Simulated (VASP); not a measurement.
Set up this calculation in VASP 6.6.1, as the native input.

```
Task                   : single point
Functional             : PBEsol
Potentials or basis    : VASP PAW PBE potentials, release 64 (Li_sv)
Cutoff                 : 520 eV
k mesh                 : 5 × 5 × 5
Occupations            : gaussian, width 0.1 eV
Spin                   : no spin polarisation
Dipole correction      : no
Further INCAR settings : ALGO = Normal; EDIFF = 1e-06; NBANDS = 14
```

The structure of Li lies in POSCAR:

```
Li
1.0
    4.4544400000      0.0000000000      0.0000000000
    0.0000000000      4.4544400000      0.0000000000
    0.0000000000      0.0000000000      4.4544400000
Li
4
Direct
    0.8745680000      0.1254320000      0.6254320000
    0.3745680000      0.3745680000      0.3745680000
    0.1254320000      0.6254320000      0.8745680000
    0.6254320000      0.8745680000      0.1254320000
```

This isn't the form of Li at room conditions, which is bcc.

These files were run (other wordings do the same):

INCAR

```
ALGO     = Normal         # electronic algorithm
EDIFF    = 1E-6           # SCF threshold, eV
ENCUT    = 520            # plane-wave cutoff, eV
GGA      = PS             # functional
ISIF     = 2              # what is computed and relaxed
ISMEAR   = 0              # smearing method
LASPH    = True           # aspherical terms in the spheres
LCHARG   = False          # write CHGCAR
LREAL    = False          # projectors in reciprocal space
LWAVE    = False          # write WAVECAR
NBANDS   = 14             # bands
NELM     = 100            # most SCF steps
PREC     = Accurate       # precision mode
SIGMA    = 0.1            # smearing width, eV
```

KPOINTS

```
k-points
0
Gamma
  5 5 5
```

Potentials or basis: VASP PAW PBE potentials, release 64 (Li_sv).

Run with:

```bash
$ cat potpaw_PBE.64/Li_sv/POTCAR > POTCAR
$ mpirun -np 1 vasp_std > vasp.out
```

It gave:

```yaml
Largest_force: 0.005 eV/Å
Band_gap_on_the_k_mesh: none (metal or under the smearing width)
```

Caveat: the PAW data sets were made with another functional, which shifts forces and pressure a little.

Wall time 16 s on 1 thread of Intel(R) Xeon(R) Platinum 8488C (Sapphire Rapids), on a shared host, peak memory 0.18 GiB.
